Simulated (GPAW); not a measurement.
# Cu in GPAW: relaxation of the atoms with PBEsol

Aim: the relaxation of the atoms of Cu with PBEsol.

Everything below comes from runs of GPAW 26.7.0. Logs are shortened: lines on timing, memory, paths and dates and some standing lists are left out, and cuts for length are marked. The log counts tension as positive stress, the text compression.

### Step 1. The cell of the first run

The cell holds a slab with vacuum, 7 atoms: a = 2.524 Å, b = 2.524 Å, c = 27.363 Å, α = 90.00°, β = 90.00°, γ = 60.00°.

The cell was built by a generator and needn't be a form met in nature.

### Step 2. Relaxation of the atoms, PBEsol (slab of 7 layers)

run.py reads:

```python
import numpy as np
from ase import Atoms
from ase.io import write
from ase.optimize import GPMin
from ase.parallel import parprint
from gpaw import GPAW, PW, setup_paths

setup_paths.insert(0, '.')

atoms = Atoms(['Cu', 'Cu', 'Cu', 'Cu', 'Cu', 'Cu', 'Cu'],
              cell=[[2.5236641021, 0.0, 0.0],
                    [1.261832051, 2.185557223, 0.0],
                    [0.0, 0.0, 27.3633786644]],
              scaled_positions=[[0.0, 0.0, 0.27408896],
                                [0.3333333333, 0.3333333333, 0.34939264],
                                [0.6666666667, 0.6666666667, 0.42469632],
                                [0.0, 0.0, 0.5],
                                [0.3333333333, 0.3333333333, 0.57530368],
                                [0.6666666667, 0.6666666667, 0.65060736],
                                [0.0, 0.0, 0.72591104]],
              pbc=True)
atoms.pbc = (True, True, False)

calc = GPAW(mode=PW(500),
            xc='PBEsol',
            kpts={'size': (16, 16, 1), 'gamma': True},
            occupations={'name': 'fermi-dirac', 'width': 0.1},
            nbands=70,
            convergence={'density': 1e-05, 'energy': 1e-05},
            maxiter=150,
            poissonsolver={'dipolelayer': 'xy'},
            txt='gpaw.txt')
atoms.calc = calc
opt = GPMin(atoms, trajectory='relax.traj', logfile='-')
done = opt.run(fmax=0.02, steps=40)
calc.write('gs.gpw')
write('result.traj', atoms)
parprint('Converged:', done)
parprint('Cell:', atoms.cell.cellpar().round(4))
parprint('Volume:', round(atoms.get_volume(), 4))
parprint(atoms.get_scaled_positions().round(5))

v = calc.get_electrostatic_potential().mean(axis=(0, 1))
z = np.arange(len(v)) * atoms.cell[2, 2] / len(v)
ef = calc.get_fermi_level()
np.savetxt('planar.dat', np.c_[z, v], fmt='%.4f')
below, above = np.interp([1.5, atoms.cell[2, 2] - 1.5], z, v) - ef
parprint(f'Work functions: bottom {below:.4f} eV, top {above:.4f} eV')
parprint('Dipole moment:', *calc.get_dipole_moment().round(5), 'e A')
```

Potentials or basis: PAW data sets generated in the run's folder for this functional, pw.

Started as:

```console
$ gpaw-setup -f PBEsol Cu
$ OMP_NUM_THREADS=1 mpirun -n 4 gpaw python run.py
```

gpaw.txt:

```text
__  _  _
 | _ |_)|_||  |
 |__||  | ||/\| - 26.7.0

Input parameters:
  mode=PW(ecut=500.0),
  convergence={'density': 1e-05, 'energy': 1e-05},
  kpts=MonkhorstPack(size=(16, 16, 1), gamma=True),
  maxiter=150,
  nbands=70,
  occupations=Occupations(name='fermi-dirac', width=0.1),
  poissonsolver=PoissonSolver(dipolelayer='xy'),
  xc=XC(name='PBEsol')

Diagonalizing LCAO Hamiltonian
Converting LCAO to pw mode

       Cu

              Cu

          Cu
[... 7 lines left out ...]
       Cu

Atoms  # Å, Bohr magnetons
|   | symbol |        x |        y |         z |    initial magnetic moments |
|---|--------|----------|----------|-----------|-----------------------------|
| 0 |     Cu | 0.000000 | 0.000000 |  7.500000 | ( 0.0000,  0.0000,  0.0000) |
| 1 |     Cu | 1.261832 | 0.728519 |  9.560563 | ( 0.0000,  0.0000,  0.0000) |
| 2 |     Cu | 2.523664 | 1.457038 | 11.621126 | ( 0.0000,  0.0000,  0.0000) |
| 3 |     Cu | 0.000000 | 0.000000 | 13.681689 | ( 0.0000,  0.0000,  0.0000) |
| 4 |     Cu | 1.261832 | 0.728519 | 15.742252 | ( 0.0000,  0.0000,  0.0000) |
| 5 |     Cu | 2.523664 | 1.457038 | 17.802816 | ( 0.0000,  0.0000,  0.0000) |
| 6 |     Cu | 0.000000 | 0.000000 | 19.863379 | ( 0.0000,  0.0000,  0.0000) |

Unit cell  # Å
| periodic |        x |        y |         z |   lengths |    angles |
|----------|----------|----------|-----------|-----------|-----------|
|      yes | 2.523664 | 0.000000 |  0.000000 |  2.523664 | 90.000000 |
|      yes | 1.261832 | 2.185557 |  0.000000 |  2.523664 | 90.000000 |
|       no | 0.000000 | 0.000000 | 27.363379 | 27.363379 | 60.000000 |

Number of symmetries: 12
Symmetry operations  # r_c * U_cc + t_c -> r_c
|    | kind |            matrix            |
|----|------|------------------------------|
|  0 |  C2  |  1, 0, 0,  1,-1, 0,  0, 0,-1 |
|  1 |  E   |  1, 0, 0,  0, 1, 0,  0, 0, 1 |
|  2 |  S6  |  1,-1, 0,  1, 0, 0,  0, 0,-1 |
|  3 |  σ   |  1,-1, 0,  0,-1, 0,  0, 0, 1 |
|  4 |  σ   |  0, 1, 0,  1, 0, 0,  0, 0, 1 |
|  5 |  S6  |  0, 1, 0, -1, 1, 0,  0, 0,-1 |
|  6 |  C3  |  0,-1, 0,  1,-1, 0,  0, 0, 1 |
|  7 |  C2  |  0,-1, 0, -1, 0, 0,  0, 0,-1 |
|  8 |  C2  | -1, 1, 0,  0, 1, 0,  0, 0,-1 |
|  9 |  C3  | -1, 1, 0, -1, 0, 0,  0, 0, 1 |
| 10 |  i   | -1, 0, 0,  0,-1, 0,  0, 0,-1 |
| 11 |  σ   | -1, 0, 0, -1, 1, 0,  0, 0, 1 |

BZ-sampling:
  Number of BZ points: 256
  Number of IBZ points: 30

  Monkhorst-Pack size: [16, 16, 1]
  Monkhorst-Pack shift: [0.03125, 0.03125, 0.0]

K-points  # in reciprocal-cell coordinates
|     |                                coordinates |     weight |
|-----|--------------------------------------------|------------|
|   0 | (  0.00000000,   0.00000000,   0.00000000) | 0.00390625 |
|   1 | (  0.06250000,   0.06250000,   0.00000000) | 0.02343750 |
|   2 | (  0.12500000,   0.06250000,   0.00000000) | 0.02343750 |
|   3 | (  0.12500000,   0.12500000,   0.00000000) | 0.02343750 |
|   4 | (  0.18750000,   0.12500000,   0.00000000) | 0.04687500 |
|   5 | (  0.18750000,   0.18750000,   0.00000000) | 0.02343750 |
|   6 | (  0.25000000,   0.12500000,   0.00000000) | 0.02343750 |
|   7 | (  0.25000000,   0.18750000,   0.00000000) | 0.04687500 |
|   8 | (  0.25000000,   0.25000000,   0.00000000) | 0.02343750 |
|   9 | (  0.31250000,   0.18750000,   0.00000000) | 0.04687500 |
| ... |                                            |            |
|  29 | (  0.50000000,   0.50000000,   0.00000000) | 0.01171875 |

Plane wave coefficients: 3876
Cutoff: 500.0 eV

Spin-components: 1 (collinear spins)
Bands:           70
Projectors:      42
Spin-degeneracy: 2
Datatype:        complex128

Parallelization:
  kpt:    4
  domain: 1
  band:   1

Density:
  Valence electrons: 77.0
  Components: 1
  Grid points: [ 14  14 144]
  Charge: 0.0  # |e|

Potential:
  Grid points: [ 14  14 144]

species:
  Cu:
    name:    Copper
    Z:       29.0
    valence: 11
    core:    18
    charge:  0.0  # [|e|]
    compensation charges:
      type: gauss
      rc: 0.33  # [Å]
      lmax: 2
    cutoffs:
      filter: 2.06  # [Å]
      core: 2.43  # [Å]
    projectors
    | kind |    occ | energy [eV] | rcut [Å] |
    |------|--------|-------------|----------|
    |   4s |  1.000 |      -4.607 |    1.164 |
    |   4p |  0.000 |      -0.637 |    1.164 |
    |   3d | 10.000 |      -5.060 |    1.058 |
    |    s |        |      22.604 |    1.164 |
    |    p |        |      26.574 |    1.164 |
    |    d |        |      22.151 |    1.058 |

    Using partial waves for Cu as LCAO basis

Reference energy: -314891.363430  # eV

eigensolver:
  PPCG
  Converge bands: occupied
  niter=2

density mixing:
  MSR1-Mixer
  Pratt-step length: 0.05
  Maximum mixing coefficient: 0.75
  Old densities: 10
  SVD Regularization: 0.005
  Good broyden scale: 1.0
  Trust region scale: 1.0
  Backstep threshold: 4.0
  History deletion threshold: 6.0
  Fourier metric: weight=20.0, sigma=0.015

occupation numbers:
  Fermi-Dirac:
    width: 0.1000  # eV

<gpaw.new.pw.poisson.DipoleLayerPWPoissonSolver object>
xc functional:
  name: PBEsol with 2 nearest neighbor stencil

convergence criteria:
- Maximum integral of absolute [dens]ity change: 1e-05 electrons / valence electron
- Maximum [total energy] change in last 3 cyles: 1e-05 eV / valence electron
- Maximum integral of absolute [eigenst]ate change: 4e-08 eV^2 / valence electron
maximum number of iterations: 150
[... 93 lines left out ...]
       Cu

Atoms  # Å, Bohr magnetons
|   | symbol |        x |        y |         z |    initial magnetic moments |
|---|--------|----------|----------|-----------|-----------------------------|
| 0 |     Cu | 0.000000 | 0.000000 |  7.652362 | ( 0.0000,  0.0000,  0.0000) |
| 1 |     Cu | 1.261832 | 0.728519 |  9.357338 | ( 0.0000,  0.0000,  0.0000) |
| 2 |     Cu | 2.523664 | 1.457038 | 11.496640 | ( 0.0000,  0.0000,  0.0000) |
| 3 |     Cu | 0.000000 | 0.000000 | 13.681689 | ( 0.0000,  0.0000,  0.0000) |
| 4 |     Cu | 1.261832 | 0.728519 | 15.866739 | ( 0.0000,  0.0000,  0.0000) |
| 5 |     Cu | 2.523664 | 1.457038 | 18.006041 | ( 0.0000,  0.0000,  0.0000) |
| 6 |     Cu | 0.000000 | 0.000000 | 19.711017 | ( 0.0000,  0.0000,  0.0000) |
[... 109 lines left out ...]
       Cu

Atoms  # Å, Bohr magnetons
|   | symbol |         x |         y |         z |    initial magnetic moments |
|---|--------|-----------|-----------|-----------|-----------------------------|
| 0 |     Cu |  0.000000 | -0.000000 |  7.505756 | ( 0.0000,  0.0000,  0.0000) |
| 1 |     Cu |  1.261832 |  0.728519 |  9.507612 | ( 0.0000,  0.0000,  0.0000) |
| 2 |     Cu |  2.523664 |  1.457038 | 11.475257 | ( 0.0000,  0.0000,  0.0000) |
| 3 |     Cu |  0.000000 |  0.000000 | 13.681689 | ( 0.0000,  0.0000,  0.0000) |
| 4 |     Cu |  1.261832 |  0.728519 | 15.888122 | ( 0.0000,  0.0000,  0.0000) |
| 5 |     Cu |  2.523664 |  1.457038 | 17.855767 | ( 0.0000,  0.0000,  0.0000) |
| 6 |     Cu | -0.000000 |  0.000000 | 19.857622 | ( 0.0000,  0.0000,  0.0000) |
[... 110 lines left out ...]
       Cu

Atoms  # Å, Bohr magnetons
|   | symbol |         x |         y |         z |    initial magnetic moments |
|---|--------|-----------|-----------|-----------|-----------------------------|
| 0 |     Cu |  0.000000 | -0.000000 |  7.502772 | ( 0.0000,  0.0000,  0.0000) |
| 1 |     Cu |  1.261832 |  0.728519 |  9.546708 | ( 0.0000,  0.0000,  0.0000) |
| 2 |     Cu |  2.523664 |  1.457038 | 11.612381 | ( 0.0000,  0.0000,  0.0000) |
| 3 |     Cu |  0.000000 |  0.000000 | 13.681689 | ( 0.0000,  0.0000,  0.0000) |
| 4 |     Cu |  1.261832 |  0.728519 | 15.750997 | ( 0.0000,  0.0000,  0.0000) |
| 5 |     Cu |  2.523664 |  1.457038 | 17.816671 | ( 0.0000,  0.0000,  0.0000) |
| 6 |     Cu | -0.000000 |  0.000000 | 19.860607 | ( 0.0000,  0.0000,  0.0000) |
[... 109 lines left out ...]
       Cu

Atoms  # Å, Bohr magnetons
|   | symbol |         x |         y |         z |    initial magnetic moments |
|---|--------|-----------|-----------|-----------|-----------------------------|
| 0 |     Cu |  0.000000 | -0.000000 |  7.289076 | ( 0.0000,  0.0000,  0.0000) |
| 1 |     Cu |  1.261832 |  0.728519 |  9.476696 | ( 0.0000,  0.0000,  0.0000) |
| 2 |     Cu |  2.523664 |  1.457038 | 11.570753 | ( 0.0000,  0.0000,  0.0000) |
| 3 |     Cu |  0.000000 |  0.000000 | 13.681689 | ( 0.0000,  0.0000,  0.0000) |
| 4 |     Cu |  1.261832 |  0.728519 | 15.792626 | ( 0.0000,  0.0000,  0.0000) |
| 5 |     Cu |  2.523664 |  1.457038 | 17.886682 | ( 0.0000,  0.0000,  0.0000) |
| 6 |     Cu | -0.000000 |  0.000000 | 20.074302 | ( 0.0000,  0.0000,  0.0000) |
[... 107 lines left out ...]
       Cu

Atoms  # Å, Bohr magnetons
|   | symbol |         x |         y |         z |    initial magnetic moments |
|---|--------|-----------|-----------|-----------|-----------------------------|
| 0 |     Cu |  0.000000 | -0.000000 |  7.497684 | ( 0.0000,  0.0000,  0.0000) |
| 1 |     Cu |  1.261832 |  0.728519 |  9.550788 | ( 0.0000,  0.0000,  0.0000) |
| 2 |     Cu |  2.523664 |  1.457038 | 11.613151 | ( 0.0000,  0.0000,  0.0000) |
| 3 |     Cu |  0.000000 |  0.000000 | 13.681689 | ( 0.0000,  0.0000,  0.0000) |
| 4 |     Cu |  1.261832 |  0.728519 | 15.750227 | ( 0.0000,  0.0000,  0.0000) |
| 5 |     Cu |  2.523664 |  1.457038 | 17.812591 | ( 0.0000,  0.0000,  0.0000) |
| 6 |     Cu | -0.000000 |  0.000000 | 19.865694 | ( 0.0000,  0.0000,  0.0000) |
[... 14 lines left out ...]
SCF iterations
|iter     | |      energy | eigst |  dens |
|---------|-|-------------|-------|-------|
|iter:   1| | -220.401251 | +0.52 |       |
|iter:   2| |-1502.589511 | +2.97 | -0.20 |
|iter:   3| | -377.570852 | +1.93 | -0.05 |
|iter:   4| |  -84.446908 | +1.51 | -0.23 |
|iter:   5| |  -69.327215 | -0.12 | -0.70 |
|iter:   6| |  -48.618631 | -1.28 | -0.85 |
|iter:   7| |  -45.520500 | -2.27 | -0.96 |
|iter:   8| |  -44.522758 | -2.87 | -0.99 |
|iter:   9| |  -36.286466 | -1.90 | -1.01 |
|iter:  10| |  -30.768336 | -1.55 | -1.19 |
|iter:  11| |  -30.166121 | -2.36 | -1.63 |
|iter:  12| |  -30.049569 | -2.00 | -1.76 |
|iter:  13| |  -29.595146 | -1.90 | -1.41 |
|iter:  14| |  -28.956225 | -2.47 | -1.73 |
|iter:  15| |  -28.504850 | -2.81 | -1.75 |
|iter:  16| |  -28.450565 | -3.24 | -2.07 |
|iter:  17| |  -28.460332 | -3.35 | -2.37 |
|iter:  18| |  -28.447638 | -3.83 | -2.35 |
|iter:  19| |  -28.439089 | -4.49 | -2.59 |
[... 54 lines left out ...]
Forces  # eV/Ang
|        x |        y |        z |
|----------|----------|----------|
|  0.00000 | -0.00000 |  0.00120 |  # Cu   0
|  0.00000 | -0.00000 | -0.00249 |  # Cu   1
|  0.00000 |  0.00000 |  0.00259 |  # Cu   2
|  0.00000 |  0.00000 |  0.00000 |  # Cu   3
| -0.00000 |  0.00000 | -0.00259 |  # Cu   4
| -0.00000 |  0.00000 |  0.00249 |  # Cu   5
| -0.00000 |  0.00000 | -0.00120 |  # Cu   6

# Writing to gs.gpw (mode='')
```

Run time: 7.7 min. Hardware: 4 MPI ranks of AMD EPYC 7R43 (Zen 3), shared host; peak memory 0.26 GiB.

What came out:

- Free energy: -28.4830 eV
- Energy gained by relaxing: 0.1 meV/atom
- Ionic steps: 3
- Band gap on the k mesh: none (metal or under the smearing width)
- Dipole across the slab: 0.00 e·Å
- Work function of the upper face: 4.94 eV
- Work function of the lower face: 4.94 eV

Forces in eV/Å, atoms in the order of the input:
```
Cu   0.000  0.000  0.001
Cu   0.000  0.000 -0.002
Cu   0.000  0.000  0.003
Cu   0.000  0.000  0.000
Cu   0.000  0.000 -0.003
Cu   0.000  0.000  0.002
Cu   0.000  0.000 -0.001
```

The path:
| step | energy change (eV) | largest force (eV/Å) |
| --- | --- | --- |
| 1 | 0.0000 | 0.0421 |
| 2 | -0.0002 | 0.0501 |
| 3 | -0.0005 | 0.0026 |

Final structure:
```cif
data_structure
_symmetry_space_group_name_H-M 'P 1'
_symmetry_Int_Tables_number 1
_cell_length_a 2.5237
_cell_length_b 2.5237
_cell_length_c 27.3634
_cell_angle_alpha 90.000
_cell_angle_beta 90.000
_cell_angle_gamma 60.000
_cell_volume 150.93
loop_
_atom_site_label
_atom_site_type_symbol
_atom_site_fract_x
_atom_site_fract_y
_atom_site_fract_z
_atom_site_occupancy
Cu1 Cu 0.00000 0.00000 0.27400 1
Cu2 Cu 0.33333 0.33333 0.34904 1
Cu3 Cu 0.66667 0.66667 0.42440 1
Cu4 Cu 0.00000 0.00000 0.50000 1
Cu5 Cu 0.33333 0.33333 0.57560 1
Cu6 Cu 0.66667 0.66667 0.65096 1
Cu7 Cu 0.00000 0.00000 0.72600 1
```

Caveat: the cutoff is short for stress and forces, so pressures can be off by a GPa or more; later steps reuse the first step's grids.
